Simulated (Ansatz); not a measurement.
# SiO2 (I-42d): the equilibrium volume, part 2 of 2

At what volume is SiO2 (I-42d) free of pressure?

Ansatz 0.2.0; DFT PBE, scalar-relativistic, plane waves, PAW.

## (3) Relaxing cell and atoms

input.yaml reads:

```yaml
crystal:
  lattice:
    - [-2.4772904627, 2.4772904627, 3.6556712422]
    - [2.4772904627, -2.4772904627, 3.6556712422]
    - [2.4772904627, 2.4772904627, -3.6556712422]
  atoms:
    - { symbol: Si, position: [0.0, 0.0, 0.0] }
    - { symbol: Si, position: [0.75, 0.25, 0.5] }
    - { symbol: O, position: [0.375, 0.22178613, 0.34678613] }
    - { symbol: O, position: [0.97178613, 0.625, 0.84678613] }
    - { symbol: O, position: [0.77821387, 0.125, 0.15321387] }
    - { symbol: O, position: [0.875, 0.02821387, 0.65321387] }
basis:
  ecutwfc: 420
kpoints:
  mp_grid: { grid: [6, 6, 6] }
hamiltonian:
  xc: pbe
scf:
  occupations: { method: gaussian, width: 0.02 }
output:
  forces: true
  stress: true
  eigenvalues: true
relax:
  adjacent_minimum: "off"
  f_tol: 0.005
  max_steps: 80
  cell: { stress_tol: 0.05 }
```

Started as:

```sh
> ansatz run input.yaml --threads 8 --pin off --max-ram 16384MiB --backend cpu --events-out ev --progress --plain --runs-dir out
```

The program printed:

```text
Warning: RAYON_NUM_THREADS=8 ignored (pool sized by the plan → 8); use --threads N
Engine: ansatz 0.2.0, aarch64-unknown-linux-gnu
Pseudopotentials: kind: paw
Pseudopotential: Si, paw, valence charge 4, recommended cutoff 420 eV (normal), Si.paw.azcp
Pseudopotential: O, paw, valence charge 6, recommended cutoff 420 eV (normal), O.paw.azcp
Functional definition: PBE
  parameter kappa = 0.804
  parameter beta = 0.06672455060314922
  exchange = pbe_x(kappa = kappa, mu = beta*pi^2/3)
  correlation = pbe_c(beta = beta)
Crystal: 6 atoms, lattice volume = 89.739 Å³
Basis set: ecut = 420 eV, 1769 PW (Γ), exchange–correlation on 72×72×72 points (8 copies of the dense FFT grid, shifted against one another)
Bands: 22, of which v1, the nominal top of the filled ones, is band 16 counted from 1 (15 counted from 0)
Symmetry: 8 space group operations
Space group: I-42d (ITA 122), of the structure as read, at distance tolerance 4.5e-5 Å
k-points: 30 of 216 (time reversal used)
Non-local potential: Si, projectors of the file, l = 0: 2, l = 1: 2, l = 2: 2
Non-local potential: O, projectors of the file, l = 0: 2, l = 1: 2, l = 2: 1
PAW form: soft (Blöchl's): semilocal exchange-correlation on the pseudo side does not see the compensation charge
PAW one-centre angular grid: Si, 110 points (default); XC on 64 Gauss nodes
PAW one-centre angular grid: O, 110 points (default); XC on 64 Gauss nodes
Initial density: superposition of atomic densities (neutral atoms: chi_scale 0, normalization atom), corrected by the library's trained network
Initial wavefunctions: pseudopotential atomic-orbital guess
Functional: x = pbe(κ = 0.804, μ = 0.2195149727645171), c = pbe(β = 0.06672455060314922)
SCF iter   1: F=—  HF=-3548.171434 eV  |F-HF|=—  |Δ(HF+E_count)|=         —  Δρ=9.25e-4  dr2=1.89e-4  ethr=1.77e-3  ⟨swp⟩=7.1  Hψ=3939  notcnv=0
preconditioner: auto → none  [insulator: Δε(μ)=5.923 eV  Ē_g=16.695 eV  σ=0.020 eV  W_gap=1.00  n_scr=14 (ndim 8)  ℏωp=22.2 eV  f_vac=0.253  D(μ)=0.00/eV (n_scr^D=0)  ε∞_Penn≈2.8]
SCF iter   2: F=—  HF=-3548.174040 eV  |F-HF|=—  |Δ(HF+E_count)|=   2.61e-3  Δρ=5.34e-4  dr2=8.80e-5  ethr=5.90e-7  ⟨swp⟩=3.0  Hψ=1765  notcnv=0  defer=50
SCF iter   3: F=—  HF=-3548.174481 eV  |F-HF|=—  |Δ(HF+E_count)|=   4.41e-4  Δρ=2.13e-4  dr2=1.51e-5  ethr=2.75e-7  ⟨swp⟩=2.0  Hψ=990  notcnv=0  defer=50
SCF iter   4: F=—  HF=-3548.174557 eV  |F-HF|=—  |Δ(HF+E_count)|=   7.62e-5  Δρ=6.65e-5  dr2=2.41e-6  ethr=4.72e-8  ⟨swp⟩=2.0  Hψ=1090  notcnv=0  defer=50
SCF iter   5: F=—  HF=-3548.174556 eV  |F-HF|=—  |Δ(HF+E_count)|=   6.13e-7  Δρ=2.54e-5  dr2=2.80e-7  ethr=7.55e-9  ⟨swp⟩=2.0  Hψ=970  notcnv=0  defer=50
SCF iter   6: F=-3548.174556 eV  HF=-3548.174556 eV  |F-HF|=9.24e-10  |Δ(HF+E_count)|=   1.23e-8  Δρ=3.98e-6  dr2=5.92e-9  ethr=3.13e-10  ⟨swp⟩=9.9  Hψ=3129  notcnv=0
SCF 1 converged in 6 iterations: F = -3548.174556 eV  dr2 = 5.92e-9
relax step   1: F+E_penalty+E_count = -3548.17455643 eV  Δ(F+E_penalty+E_count) = +0.000e0 eV  max|allowed force component| = 2.707e-1 eV/Å  Δτ_max = 0.0000 Å  P = +4.440 GPa  Ω = 89.739 Å³  (6 SCF iters, dr2 threshold 1.00e-7 eV, accepted)
Crystal: 6 atoms, lattice volume = 90.974 Å³
Basis set: ecut = 420 eV, 1817 PW (Γ), exchange–correlation on 72×72×72 points (8 copies of the dense FFT grid, shifted against one another)
Initial density: handed on by an earlier stage of this run
Initial wavefunctions: those handed on with the density
iter 1 solved again at ethr=2.35e-5 eV; its pass at ethr=3.10e-3 eV (dr2=7.52e-3 eV) is discarded
SCF iter   1: F=—  HF=-3548.196376 eV  |F-HF|=—  |Δ(HF+E_count)|=         —  Δρ=2.79e-3  dr2=6.50e-3  ethr=2.35e-5  ⟨swp⟩=1.9  Hψ=3408  notcnv=0
preconditioner: auto → none  [insulator: Δε(μ)=5.813 eV  Ē_g=16.550 eV  σ=0.020 eV  W_gap=1.00  n_scr=14 (ndim 8)  ℏωp=22.0 eV  f_vac=0.256  D(μ)=0.00/eV (n_scr^D=0)  ε∞_Penn≈2.8]
SCF iter   2: F=—  HF=-3548.194457 eV  |F-HF|=—  |Δ(HF+E_count)|=   1.92e-3  Δρ=1.35e-3  dr2=8.20e-4  ethr=2.03e-5  ⟨swp⟩=2.3  Hψ=1282  notcnv=0
SCF iter   3: F=—  HF=-3548.194204 eV  |F-HF|=—  |Δ(HF+E_count)|=   2.53e-4  Δρ=3.80e-4  dr2=7.81e-5  ethr=2.56e-6  ⟨swp⟩=2.0  Hψ=1017  notcnv=0
SCF iter   4: F=—  HF=-3548.194244 eV  |F-HF|=—  |Δ(HF+E_count)|=   4.05e-5  Δρ=7.30e-5  dr2=2.32e-6  ethr=2.44e-7  ⟨swp⟩=2.0  Hψ=1140  notcnv=0
SCF iter   5: F=-3548.194244 eV  HF=-3548.194244 eV  |F-HF|=2.03e-8  |Δ(HF+E_count)|=   4.04e-7  Δρ=7.42e-6  dr2=2.33e-8  ethr=1.87e-9  ⟨swp⟩=6.4  Hψ=3069  notcnv=0
SCF 2 converged in 5 iterations: F = -3548.194244 eV  dr2 = 2.33e-8
relax step   2: F+E_penalty+E_count = -3548.19424443 eV  Δ(F+E_penalty+E_count) = -1.969e-2 eV  max|allowed force component| = 1.370e-1 eV/Å  Δτ_max = 0.0027 Å  P = +2.278 GPa  Ω = 90.974 Å³  energy of the carried Pulay correction = -3.934e-3 eV  (5 SCF iters, dr2 threshold 6.00e-7 eV, accepted)
Crystal: 6 atoms, lattice volume = 92.335 Å³
Basis set: ecut = 420 eV, 1849 PW (Γ), exchange–correlation on 72×72×72 points (8 copies of the dense FFT grid, shifted against one another)
iter 1 solved again at ethr=2.60e-5 eV; its pass at ethr=3.10e-3 eV (dr2=8.33e-3 eV) is discarded
SCF iter   1: F=—  HF=-3548.201332 eV  |F-HF|=—  |Δ(HF+E_count)|=         —  Δρ=2.95e-3  dr2=7.39e-3  ethr=2.60e-5  ⟨swp⟩=2.1  Hψ=3501  notcnv=0
preconditioner: auto → none  [insulator: Δε(μ)=5.728 eV  Ē_g=16.424 eV  σ=0.020 eV  W_gap=1.00  n_scr=14 (ndim 8)  ℏωp=21.9 eV  f_vac=0.262  D(μ)=0.00/eV (n_scr^D=0)  ε∞_Penn≈2.8]
SCF iter   2: F=—  HF=-3548.199182 eV  |F-HF|=—  |Δ(HF+E_count)|=   2.15e-3  Δρ=1.45e-3  dr2=9.68e-4  ethr=2.31e-5  ⟨swp⟩=2.6  Hψ=1292  notcnv=0
SCF iter   3: F=—  HF=-3548.198889 eV  |F-HF|=—  |Δ(HF+E_count)|=   2.93e-4  Δρ=4.13e-4  dr2=9.31e-5  ethr=3.02e-6  ⟨swp⟩=2.0  Hψ=1017  notcnv=0
SCF iter   4: F=—  HF=-3548.198936 eV  |F-HF|=—  |Δ(HF+E_count)|=   4.66e-5  Δρ=7.84e-5  dr2=2.73e-6  ethr=2.91e-7  ⟨swp⟩=2.0  Hψ=1140  notcnv=0
SCF iter   5: F=-3548.198936 eV  HF=-3548.198936 eV  |F-HF|=2.27e-8  |Δ(HF+E_count)|=   5.19e-7  Δρ=7.83e-6  dr2=2.66e-8  ethr=1.87e-9  ⟨swp⟩=6.5  Hψ=3091  notcnv=0
SCF 3 converged in 5 iterations: F = -3548.198936 eV  dr2 = 2.66e-8
relax step   3: F+E_penalty+E_count = -3548.19893625 eV  Δ(F+E_penalty+E_count) = -4.692e-3 eV  max|allowed force component| = 5.782e-4 eV/Å  Δτ_max = 0.0033 Å  P = +0.065 GPa  Ω = 92.335 Å³  energy of the carried Pulay correction = -8.206e-3 eV  (5 SCF iters, dr2 threshold 6.00e-7 eV, accepted)
Crystal: 6 atoms, lattice volume = 92.391 Å³
iter 1 solved again at ethr=3.62e-8 eV; its pass at ethr=3.10e-3 eV (dr2=1.16e-5 eV) is discarded
SCF iter   1: F=—  HF=-3548.198714 eV  |F-HF|=—  |Δ(HF+E_count)|=         —  Δρ=1.11e-4  dr2=1.02e-5  ethr=3.62e-8  ⟨swp⟩=2.0  Hψ=3674  notcnv=0
preconditioner: auto → none  [insulator: Δε(μ)=5.762 eV  Ē_g=16.451 eV  σ=0.020 eV  W_gap=1.00  n_scr=14 (ndim 8)  ℏωp=21.9 eV  f_vac=0.257  D(μ)=0.00/eV (n_scr^D=0)  ε∞_Penn≈2.8]
SCF iter   2: F=—  HF=-3548.198779 eV  |F-HF|=—  |Δ(HF+E_count)|=   6.50e-5  Δρ=5.94e-5  dr2=1.44e-6  ethr=3.19e-8  ⟨swp⟩=2.0  Hψ=1089  notcnv=0
SCF iter   3: F=—  HF=-3548.198779 eV  |F-HF|=—  |Δ(HF+E_count)|=   3.14e-7  Δρ=2.12e-5  dr2=2.20e-7  ethr=4.49e-9  ⟨swp⟩=2.0  Hψ=1009  notcnv=0
SCF iter   4: F=—  HF=-3548.198779 eV  |F-HF|=—  |Δ(HF+E_count)|=   4.49e-9  Δρ=5.96e-6  dr2=1.79e-8  ethr=6.89e-10  ⟨swp⟩=2.0  Hψ=1139  notcnv=0
SCF iter   5: F=-3548.198779 eV  HF=-3548.198779 eV  |F-HF|=7.91e-11  |Δ(HF+E_count)|=   2.46e-9  Δρ=8.25e-7  dr2=3.39e-10  ethr=4.95e-11  ⟨swp⟩=4.0  Hψ=2100  notcnv=0
SCF 4 converged in 5 iterations: F = -3548.198779 eV  dr2 = 3.39e-10
relax step   4: F+E_penalty+E_count = -3548.19877904 eV  Δ(F+E_penalty+E_count) = +1.572e-4 eV  max|allowed force component| = 3.709e-3 eV/Å  Δτ_max = 0.0004 Å  P = -0.006 GPa  Ω = 92.391 Å³  energy of the carried Pulay correction = -8.380e-3 eV  (5 SCF iters, dr2 threshold 1.58e-8 eV, accepted)
Initial wavefunctions: pseudopotential atomic-orbital guess (no wavefunctions were taken with the density)
iter 1 solved again at ethr=2.42e-7 eV; its pass at ethr=3.10e-3 eV (dr2=7.75e-5 eV) is discarded
SCF iter   1: F=—  HF=-3548.207154 eV  |F-HF|=—  |Δ(HF+E_count)|=         —  Δρ=2.89e-4  dr2=8.62e-6  ethr=2.42e-7  ⟨swp⟩=3.0  Hψ=5934  notcnv=0
preconditioner: auto → none  [insulator: Δε(μ)=5.760 eV  Ē_g=16.450 eV  σ=0.020 eV  W_gap=1.00  n_scr=14 (ndim 8)  ℏωp=21.9 eV  f_vac=0.257  D(μ)=0.00/eV (n_scr^D=0)  ε∞_Penn≈2.8]
SCF iter   2: F=—  HF=-3548.208253 eV  |F-HF|=—  |Δ(HF+E_count)|=   1.10e-3  Δρ=1.35e-4  dr2=2.40e-6  ethr=2.69e-8  ⟨swp⟩=2.0  Hψ=1244  notcnv=0
SCF iter   3: F=—  HF=-3548.208587 eV  |F-HF|=—  |Δ(HF+E_count)|=   3.35e-4  Δρ=5.49e-5  dr2=3.61e-7  ethr=7.50e-9  ⟨swp⟩=2.0  Hψ=1016  notcnv=0
SCF iter   4: F=—  HF=-3548.208647 eV  |F-HF|=—  |Δ(HF+E_count)|=   5.99e-5  Δρ=3.81e-6  dr2=3.16e-9  ethr=1.13e-9  ⟨swp⟩=2.0  Hψ=1140  notcnv=0
SCF iter   5: F=-3548.208647 eV  HF=-3548.208647 eV  |F-HF|=3.87e-10  |Δ(HF+E_count)|=   1.49e-7  Δρ=3.47e-7  dr2=5.35e-11  ethr=1.00e-12  ⟨swp⟩=4.1  Hψ=3109  notcnv=0
SCF 5 converged in 5 iterations: F = -3548.208647 eV  dr2 = 5.35e-11
relax step   5: F+E_penalty+E_count = -3548.20864740 eV  Δ(F+E_penalty+E_count) = -9.868e-3 eV  max|allowed force component| = 3.639e-3 eV/Å  Δτ_max = 0.0000 Å  P = +0.189 GPa  Ω = 92.391 Å³  stress off target by 2.02e-1 GPa  SCF on the basis re-selected at this cell (its energy is not comparable with the rows above)  (5 SCF iters)
basis re-selected at this cell: Δ(F+E_penalty+E_count) = -9.868e-3 eV, ΔP = +0.195 GPa vs the last step (what re-selecting the basis moved, of the pressure what is left beyond the Pulay correction that the steps carried, after the strain that the cell walked since its last selection, with what the two solves' SCF thresholds leave and, on support functions, any second-order correction that the steps lacked; it is no measure of the basis error at this ecutwfc). This SCF's stress stands 2.02e-1 GPa from its target on what of the cell is left free (relax.cell.stress_tol is 5.00e-2 GPa) and its largest allowed force component is 3.64e-3 eV/Å (relax.f_tol is 5.00e-3 eV/Å): not within both, so this SCF does not close the relaxation
Crystal: 6 atoms, lattice volume = 92.838 Å³
iter 1 solved again at ethr=2.63e-6 eV; its pass at ethr=3.10e-3 eV (dr2=8.42e-4 eV) is discarded
SCF iter   1: F=—  HF=-3548.207869 eV  |F-HF|=—  |Δ(HF+E_count)|=         —  Δρ=1.15e-3  dr2=8.61e-4  ethr=2.63e-6  ⟨swp⟩=2.6  Hψ=3976  notcnv=0
preconditioner: auto → none  [insulator: Δε(μ)=5.743 eV  Ē_g=16.436 eV  σ=0.020 eV  W_gap=1.00  n_scr=14 (ndim 8)  ℏωp=21.8 eV  f_vac=0.261  D(μ)=0.00/eV (n_scr^D=0)  ε∞_Penn≈2.8]
SCF iter   2: F=—  HF=-3548.207638 eV  |F-HF|=—  |Δ(HF+E_count)|=   2.31e-4  Δρ=5.66e-4  dr2=1.14e-4  ethr=2.63e-6  ⟨swp⟩=2.1  Hψ=992  notcnv=0
SCF iter   3: F=—  HF=-3548.207629 eV  |F-HF|=—  |Δ(HF+E_count)|=   8.75e-6  Δρ=2.17e-4  dr2=2.63e-5  ethr=3.55e-7  ⟨swp⟩=2.0  Hψ=1020  notcnv=0
SCF iter   4: F=—  HF=-3548.207704 eV  |F-HF|=—  |Δ(HF+E_count)|=   7.47e-5  Δρ=6.04e-5  dr2=8.55e-7  ethr=8.23e-8  ⟨swp⟩=2.0  Hψ=1018  notcnv=0
SCF iter   5: F=-3548.207704 eV  HF=-3548.207704 eV  |F-HF|=7.77e-9  |Δ(HF+E_count)|=   2.43e-7  Δρ=5.66e-6  dr2=7.81e-9  ethr=3.20e-10  ⟨swp⟩=6.1  Hψ=3055  notcnv=0
SCF 6 converged in 5 iterations: F = -3548.207704 eV  dr2 = 7.81e-9
relax step   6: F+E_penalty+E_count = -3548.20770421 eV  Δ(F+E_penalty+E_count) = +9.432e-4 eV  max|allowed force component| = 7.518e-3 eV/Å  Δτ_max = 0.0085 Å  P = +0.028 GPa  Ω = 92.838 Å³  energy of the carried Pulay correction = -1.416e-3 eV  (5 SCF iters, dr2 threshold 1.02e-7 eV, accepted)
Crystal: 6 atoms, lattice volume = 93.118 Å³
iter 1 solved again at ethr=1.31e-6 eV; its pass at ethr=3.10e-3 eV (dr2=4.19e-4 eV) is discarded
SCF iter   1: F=—  HF=-3548.206996 eV  |F-HF|=—  |Δ(HF+E_count)|=         —  Δρ=8.44e-4  dr2=4.51e-4  ethr=1.31e-6  ⟨swp⟩=3.1  Hψ=3994  notcnv=0
preconditioner: auto → none  [insulator: Δε(μ)=5.736 eV  Ē_g=16.434 eV  σ=0.020 eV  W_gap=1.00  n_scr=14 (ndim 8)  ℏωp=21.8 eV  f_vac=0.264  D(μ)=0.00/eV (n_scr^D=0)  ε∞_Penn≈2.8]
SCF iter   2: F=—  HF=-3548.206862 eV  |F-HF|=—  |Δ(HF+E_count)|=   1.34e-4  Δρ=3.94e-4  dr2=5.54e-5  ethr=1.31e-6  ⟨swp⟩=2.6  Hψ=1089  notcnv=0
SCF iter   3: F=—  HF=-3548.206938 eV  |F-HF|=—  |Δ(HF+E_count)|=   7.62e-5  Δρ=1.36e-4  dr2=1.02e-5  ethr=1.73e-7  ⟨swp⟩=2.3  Hψ=1011  notcnv=0
SCF iter   4: F=—  HF=-3548.206938 eV  |F-HF|=—  |Δ(HF+E_count)|=   3.70e-7  Δρ=4.59e-5  dr2=5.30e-7  ethr=3.19e-8  ⟨swp⟩=2.0  Hψ=1020  notcnv=0
SCF iter   5: F=-3548.206938 eV  HF=-3548.206938 eV  |F-HF|=4.19e-9  |Δ(HF+E_count)|=   6.42e-8  Δρ=5.63e-6  dr2=7.82e-9  ethr=4.87e-11  ⟨swp⟩=3.1  Hψ=2909  notcnv=0
SCF 7 converged in 5 iterations: F = -3548.206938 eV  dr2 = 7.82e-9
relax step   7: F+E_penalty+E_count = -3548.20693784 eV  Δ(F+E_penalty+E_count) = +7.664e-4 eV  max|allowed force component| = 2.829e-3 eV/Å  Δτ_max = 0.0064 Å  P = +0.001 GPa  Ω = 93.118 Å³  energy of the carried Pulay correction = -2.323e-3 eV  (5 SCF iters, dr2 threshold 1.56e-8 eV, accepted)
iter 1 solved again at ethr=2.17e-7 eV; its pass at ethr=3.10e-3 eV (dr2=6.93e-5 eV) is discarded
SCF iter   1: F=—  HF=-3548.208876 eV  |F-HF|=—  |Δ(HF+E_count)|=         —  Δρ=1.07e-4  dr2=7.89e-7  ethr=2.17e-7  ⟨swp⟩=3.1  Hψ=5975  notcnv=0
preconditioner: auto → none  [insulator: Δε(μ)=5.737 eV  Ē_g=16.435 eV  σ=0.020 eV  W_gap=1.00  n_scr=14 (ndim 8)  ℏωp=21.8 eV  f_vac=0.263  D(μ)=0.00/eV (n_scr^D=0)  ε∞_Penn≈2.8]
SCF iter   2: F=—  HF=-3548.209317 eV  |F-HF|=—  |Δ(HF+E_count)|=   4.41e-4  Δρ=5.18e-5  dr2=2.00e-7  ethr=2.46e-9  ⟨swp⟩=2.0  Hψ=1172  notcnv=0
SCF iter   3: F=—  HF=-3548.209436 eV  |F-HF|=—  |Δ(HF+E_count)|=   1.19e-4  Δρ=1.75e-5  dr2=3.94e-8  ethr=6.26e-10  ⟨swp⟩=2.0  Hψ=1036  notcnv=0
SCF iter   4: F=—  HF=-3548.209449 eV  |F-HF|=—  |Δ(HF+E_count)|=   1.29e-5  Δρ=1.41e-6  dr2=4.01e-10  ethr=1.23e-10  ⟨swp⟩=2.0  Hψ=1106  notcnv=0
SCF iter   5: F=-3548.209449 eV  HF=-3548.209449 eV  |F-HF|=4.41e-10  |Δ(HF+E_count)|=   4.66e-8  Δρ=1.97e-7  dr2=1.72e-11  ethr=1.00e-12  ⟨swp⟩=5.9  Hψ=2808  notcnv=0
SCF 8 converged in 5 iterations: F = -3548.209449 eV  dr2 = 1.72e-11
relax step   8: F+E_penalty+E_count = -3548.20944889 eV  Δ(F+E_penalty+E_count) = -2.511e-3 eV  max|allowed force component| = 2.856e-3 eV/Å  Δτ_max = 0.0000 Å  P = +0.024 GPa  Ω = 93.118 Å³  stress off target by 4.24e-2 GPa  SCF on the basis re-selected at this cell (its energy is not comparable with the rows above)  (5 SCF iters)
basis re-selected at this cell: Δ(F+E_penalty+E_count) = -2.511e-3 eV, ΔP = +0.022 GPa vs the last step (what re-selecting the basis moved, of the pressure what is left beyond the Pulay correction that the steps carried, after the strain that the cell walked since its last selection, with what the two solves' SCF thresholds leave and, on support functions, any second-order correction that the steps lacked; it is no measure of the basis error at this ecutwfc). This SCF's stress stands 4.24e-2 GPa from its target on what of the cell is left free (relax.cell.stress_tol is 5.00e-2 GPa) and its largest allowed force component is 2.86e-3 eV/Å (relax.f_tol is 5.00e-3 eV/Å): within both
SCF converged after 5 iterations
Free energy (F): -3548.209449 eV
Harris-Foulkes:  -3548.209449 eV  (|F-HF|=4.41e-10)
Internal energy: -3548.209449 eV  (E = F + TS)
E sigma→0 (E₀):  -3548.209449 eV
Fermi energy:    3.400647 eV
--- Per-component energies (eV) ---
  E_band       = -195.915148
  E_kinetic    = 802.617937
  E_local      = -2380.289980  (includes V_loc(G=0)·N_el)
  E_nonlocal   = 239.672749
  E_hartree    = 884.049692
  E_xc         = -407.745482
  E_vxc        = -473.151622  (∫ρ·V_xc dr)
  E_paw        = -1662.199143  (= ΣΔE_a)
  E_vpaw       = -152.873834  (= ΣTr[D̂ρ^β])
  E_aug_tail   = 0.010370  (compensation charges beyond the density's cutoff)
  E_ewald      = -1024.325592
  E_smearing   = -0.000000  (= −TS)
  E_closure    = 0.000000  (closes the sum)
  Σ components = -3548.209449   (vs F -3548.209449, Δ=0.00e0)
--- Forces (eV/Å), atoms counted from 1 ---
  atom   1  Si     0.00000000    -0.00000000    -0.00000000
  atom   2  Si     0.00000000     0.00000000     0.00000000
  atom   3  O     -0.00285566     0.00000000    -0.00000000
  atom   4  O     -0.00000000    -0.00285566    -0.00000000
  atom   5  O     -0.00000000     0.00285566     0.00000000
  atom   6  O      0.00285566    -0.00000000     0.00000000
  max |Σ_I F_I| component: 9.76e-18 eV/Å
--- Stress (GPa, compression-positive) ---
        0.014425       0.000000       0.000000
        0.000000       0.014425       0.000000
        0.000000       0.000000       0.042410
  P = ⅓ Tr σ = 0.0238 GPa (0.238 kbar)
--- Band table (eV; the first three rows and the last of 30) ---
  k-point 0: bands = ["-18.5487", "-16.5477", "-16.5477", "-16.4885", "-8.6710", "-4.9308", "-4.9308", "-4.6772", "-1.9287", "-1.5163", "-1.0548", "-1.0548", "-1.0043", "-0.1284", "0.5316", "0.5316", "6.2697", "9.2704", "10.7773", "10.8399", "10.8399", "12.4336"]
  k-point 1: bands = ["-18.4408", "-16.7226", "-16.5528", "-16.5012", "-8.3887", "-5.1680", "-4.8013", "-4.5526", "-1.9979", "-1.4319", "-1.3528", "-1.1031", "-1.0663", "-0.0938", "0.4480", "0.4498", "6.8304", "9.5834", "10.1290", "10.6890", "11.6176", "12.0411"]
  k-point 2: bands = ["-18.1328", "-17.1563", "-16.5600", "-16.5300", "-7.6504", "-5.7877", "-4.5000", "-4.3492", "-2.1366", "-1.8042", "-1.3944", "-1.3777", "-0.8836", "-0.1330", "0.2567", "0.2859", "8.1485", "9.9655", "10.0184", "10.7179", "11.7454", "11.8549"]
  k-point 29: bands = ["-17.6618", "-17.6618", "-16.5778", "-16.5778", "-6.5297", "-6.5297", "-4.3803", "-4.3803", "-1.8952", "-1.8952", "-1.5207", "-1.5207", "-0.8987", "-0.8987", "0.1965", "0.1965", "9.2707", "9.2707", "10.7265", "10.7265", "11.8398", "11.8398"]
--- Relaxed structure (6 steps of the walk, 6 accepted, 2 SCFs on fresh bases) ---
  F+E_penalty+E_count = -3548.20944889 eV   max|allowed force component| = 2.856e-3 eV/Å   (the final SCF, on the basis selected at the relaxed cell)
  cell:  # Å, volume = 93.1184 Å³
    - [-2.5131482303756023, 2.5131482303756023, 3.685864780328295]
    - [2.5131482303756023, -2.5131482303756023, 3.685864780328295]
    - [2.5131482303756023, 2.5131482303756023, -3.685864780328295]
  atoms:
    - { symbol: Si, position: [-1.4588548642291372e-20, 1.4588548642291432e-20, 6.018531076210112e-35] }
    - { symbol: Si, position: [0.75, 0.24999999999999997, 0.5] }
    - { symbol: O, position: [0.375, 0.21747949288316476, 0.34247949288316476] }
    - { symbol: O, position: [0.9674794928831647, 0.6249999999999999, 0.8424794928831648] }
    - { symbol: O, position: [0.7825205071168353, 0.12499999999999989, 0.15752050711683524] }
    - { symbol: O, position: [0.875, 0.03252050711683527, 0.6575205071168353] }
```

Run time: 7.4 s. Hardware: 8 threads of Arm Neoverse V1, shared host; peak memory 0.45 GiB.

How the relaxation went:

| step | energy from step 1 (meV/atom) | largest force component (eV/Å) | pressure (GPa) | volume (Å³/atom) |
| --- | --- | --- | --- | --- |
| 1 | 0.0 | 0.271 | 4.44 | 14.956 |
| 2 | -3.3 | 0.137 | 2.28 | 15.162 |
| 3 | -4.1 | 0.001 | 0.06 | 15.389 |
| 4 | -4.0 | 0.004 | -0.01 | 15.398 |
| 5 | -5.7 | 0.004 | 0.19 | 15.398 |
| 6 | -5.5 | 0.008 | 0.03 | 15.473 |
| 7 | -5.4 | 0.003 | 0.00 | 15.520 |
| 8 | -5.8 | 0.003 | 0.02 | 15.520 |

Step 1 is the start. Step 5 repeats a cell on a basis chosen anew, so the energy can jump there without a move. Step 8 repeats the geometry before it on a plane-wave basis chosen anew for the final cell, which shifts the energy by -0.4 meV/atom.

In short: volume 15.520 Å³/atom, pressure 0.02 GPa, mesh gap 5.74 eV.

## (4) The cell, before and after

The cell before and after:

| cell as typed | before | after | change |
| --- | --- | --- | --- |
| a (Å) | 5.063 | 5.120 | +1.1 % |
| b (Å) | 5.063 | 5.120 | +1.1 % |
| c (Å) | 5.063 | 5.120 | +1.1 % |
| α (°) | 121.42 | 121.21 | -0.21° |
| β (°) | 121.42 | 121.21 | -0.21° |
| γ (°) | 87.56 | 87.92 | +0.35° |
| volume (Å³/atom) | 14.956 | 15.520 | +3.8 % |
| shortest distance (Å) | 1.612 | 1.626 | +0.9 % |
| space group | I-42d | I-42d | same |

## (5) Outcome

What follows sums up all 2 parts. Changes of volume or cell count from the first structure of part 1.

```
         quantity                                                                      value
           volume                                                             15.520 Å³/atom
         pressure                                                                   0.02 GPa
conventional cell  a = 5.026 Å, b = 5.026 Å, c = 7.372 Å, α = 90.00°, β = 90.00°, γ = 90.00°
  gap on the mesh                                                                    5.74 eV
```

In words: From the first run shown, the volume went from 14.96 to 15.52 Å³/atom (+3.8 %) in 2 runs, where the pressure is zero within 0.02 GPa.

These are semilocal Kohn-Sham gaps, which aren't the measured quantity. Such gaps usually fall short of the measured ones.
